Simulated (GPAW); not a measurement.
Write an ASE script for GPAW 26.7.0 that does the following.

```yaml
Task: relaxation of cell and atoms
Functional: PBEsol
Dispersion: D4
Potentials_or_basis: PAW data sets generated in the run's folder for this functional
Cutoff: 600 eV
Basis: pw
k_mesh: 7 × 7 × 7
Occupations: fermi-dirac, width 0.05 eV
Spin: collinear spin, ferromagnetic start
Starting_moments: "[1.0, 0.0, 0.0] μB"
Maxiter: 150
Optimizer: BFGS
Fmax: 0.02 eV/Å
Max_steps: 60
Convergence: density=1e-05 forces=0.0001
```

Si2Ni:

```xyz
3
Lattice="0.0000 2.7030 2.7030 2.7030 0.0000 2.7030 2.7030 2.7030 0.0000" Properties=species:S:1:pos:R:3 pbc="T T T"
Ni    0.0000    0.0000    0.0000
Si    4.0545    4.0545    4.0545
Si    1.3515    1.3515    1.3515
```

One way to write it, as run:

run.py

```python
from ase import Atoms
from ase.calculators.mixing import SumCalculator
from ase.filters import FrechetCellFilter
from ase.io import write
from ase.optimize import BFGS
from dftd4.ase import DFTD4
from gpaw import GPAW, PW, setup_paths

setup_paths.insert(0, '.')

atoms = Atoms(['Ni', 'Si', 'Si'],
              cell=[[0.0, 2.703, 2.703],
                    [2.703, 0.0, 2.703],
                    [2.703, 2.703, 0.0]],
              scaled_positions=[[0.0, 0.0, 0.0],
                                [0.75, 0.75, 0.75],
                                [0.25, 0.25, 0.25]],
              pbc=True)
atoms.set_initial_magnetic_moments([1.0, 0.0, 0.0])

calc = GPAW(mode=PW(600),
            xc='PBEsol',
            kpts={'size': (7, 7, 7), 'gamma': True},
            occupations={'name': 'fermi-dirac', 'width': 0.05},
            nbands=24,
            convergence={'density': 1e-05, 'forces': 0.0001},
            maxiter=150,
            txt='gpaw.txt')
atoms.calc = SumCalculator([calc, DFTD4(method='pbesol')])
opt = BFGS(FrechetCellFilter(atoms), trajectory='relax.traj', logfile='-')
done = opt.run(fmax=0.02, steps=60)
calc.write('gs.gpw')
write('result.traj', atoms)
print('Converged:', done)
print('Cell:', atoms.cell.cellpar().round(4))
print('Volume:', round(atoms.get_volume(), 4))
print(atoms.get_scaled_positions().round(5))
```

Potentials or basis: PAW data sets generated in the run's folder for this functional, pw.

Command:

```sh
$ gpaw-setup -f PBEsol Ni Si
$ OMP_NUM_THREADS=1 python run.py
```

Results of the run:

```json
{"Relaxed volume": "12.91 Å³/atom", "Relaxed cell": "a = 3.798 Å, b = 3.798 Å, c = 3.798 Å, α = 60.00°, β = 60.00°, γ = 60.00°", "Space group after relaxing (to 0.05 Å)": "Fm-3m (No. 225)", "Energy gained by relaxing": "2.5 meV/atom", "Ionic steps": "3", "Pressure after relaxing": "0.1 GPa", "Band gap on the k mesh": "none (metal or under the smearing width)", "Net moment": "0.00 μB per cell", "Dispersion energy per atom": "-0.266 eV"}
```

Caveat: each step starts from the last one's moments, so a moment once lost doesn't come back; the stock nickel data set gives pressures a few GPa off other programs; later steps reuse the first step's grids; pairwise dispersion overbinds metals, which lowers pressure and volume.

Wall time 5.3 min on 1 thread of Arm Neoverse N1, with other jobs on the host, peak memory 0.27 GiB.
